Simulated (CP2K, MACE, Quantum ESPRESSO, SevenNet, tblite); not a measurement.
# Bulk modulus two ways: hcp Mg, size series (36 atoms), QE, PBE

The cell holds 36 atoms (36 Mg). Recipe: hcp Mg (a = 3.209 Å, c = 5.211 Å), 3 x 3 x 2 conventional cells; every coordinate displaced by a Gaussian of 0.03 Å. Then the atoms were relaxed with MACE MPA-0 medium in the fixed cell.

Calculated with Quantum ESPRESSO 7.5: PBE; plane waves, SSSP efficiency, 45/360 Ry; k-points Γ. The cell is scaled evenly by ±3 % in volume, with fractional positions held.

```
volume (Å³/atom)  energy less the middle row's (meV/atom)  pressure (GPa)
          22.539                                    2.799           1.255
          23.236                                    0.000           0.060
          23.933                                    2.036          -0.971
```

**Question.** Find the bulk modulus at the middle volume from the pressures and from the energies, and check the printed pressure against the slope of the energy (1 meV/Å³ = 0.16022 GPa).

**Working.**

The step is h = 0.6971 Å³. From pressures: B = −V dP/dV = 23.236 × (1.255 − (-0.971)) / (2 × 0.6971) = 37.1 GPa.

From energies: B = V d²E/dV² = 23.236 × (2.799 + (2.036)) / 0.6971² = 231.2 meV/Å³ = 37.0 GPa.

Slope: P = −dE/dV = −(2.036 − (2.799)) / (2 × 0.6971) = 0.547 meV/Å³ = 0.09 GPa, against 0.06 GPa printed.

The two moduli agree within 0 %.

A central difference over ±3 % overstates P by about B(1 + B′)(0.03)²/6, some 0.03 GPa for B′ = 4.

Limits: three points, a static cell at zero temperature, the cell shape held.

[Logs are printed without paths, hosts, clocks, repeated set-up lines and the standing remarks that a program may print on its own settings, such as how far it seeks lower states.]

[Hosts, paths, dates, database ids (printed as entryN), source tags and the programs' standing remarks are cut or masked in the printed files.]
